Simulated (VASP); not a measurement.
Input of a VASP 6.6.1 run:

Contents of INCAR:

```
SYSTEM = PbF2
PREC = Accurate
ENCUT = 520
EDIFF = 1E-6
ISMEAR = 0
SIGMA = 0.02
LREAL = .False.
LASPH = .True.
NELM = 60
ALGO = Normal
ISIF = 2
LWAVE = .False.
LCHARG = .False.
METAGGA = R2SCAN
LMIXTAU = .True.
NBANDS = 21
```

File KPOINTS:

```
regular mesh
0
Gamma
  8 8 8
  0 0 0
```

File POSCAR:

```
PbF2
1.0
    0.0000000000      2.9636600000      2.9636600000
    2.9636600000      0.0000000000      2.9636600000
    2.9636600000      2.9636600000      0.0000000000
Pb F
1 2
Direct
    0.0000000000      0.0000000000      0.0000000000
    0.7500000000      0.7500000000      0.7500000000
    0.2500000000      0.2500000000      0.2500000000
```

Contents of KPOINTS_OPT:

```
path GXWKGLUWLK,UX
15
line-mode
reciprocal
 0.0000000000  0.0000000000  0.0000000000  G
 0.5000000000  0.0000000000  0.5000000000  X

 0.5000000000  0.0000000000  0.5000000000  X
 0.5000000000  0.2500000000  0.7500000000  W

 0.5000000000  0.2500000000  0.7500000000  W
 0.3750000000  0.3750000000  0.7500000000  K

 0.3750000000  0.3750000000  0.7500000000  K
 0.0000000000  0.0000000000  0.0000000000  G

 0.0000000000  0.0000000000  0.0000000000  G
 0.5000000000  0.5000000000  0.5000000000  L

 0.5000000000  0.5000000000  0.5000000000  L
 0.6250000000  0.2500000000  0.6250000000  U

 0.6250000000  0.2500000000  0.6250000000  U
 0.5000000000  0.2500000000  0.7500000000  W

 0.5000000000  0.2500000000  0.7500000000  W
 0.5000000000  0.5000000000  0.5000000000  L

 0.5000000000  0.5000000000  0.5000000000  L
 0.3750000000  0.3750000000  0.7500000000  K

 0.6250000000  0.2500000000  0.6250000000  U
 0.5000000000  0.0000000000  0.5000000000  X
```

Potentials or basis: VASP PAW PBE potentials, release 64 (Pb_d, F).

Launch:

```console
$ cat potpaw_PBE.64/Pb_d/POTCAR potpaw_PBE.64/F/POTCAR > POTCAR
$ mpirun -np 1 vasp_std > vasp.out
```

(1) Predict the pressure.

(2) What does it give for the band gap along the path?

(3) What does it give for the band gap on the k mesh?

## Answers

(1) -0.3 GPa.

(2) 4.93 eV, indirect (least direct gap 5.08 eV).

(3) 4.93 eV, indirect (least direct gap 5.08 eV).

Caveat: the PAW data sets were made with another functional, which shifts forces and pressure a little; spin-orbit coupling is left out, which as a rule narrows the gap of such compounds by several tenths of an eV.
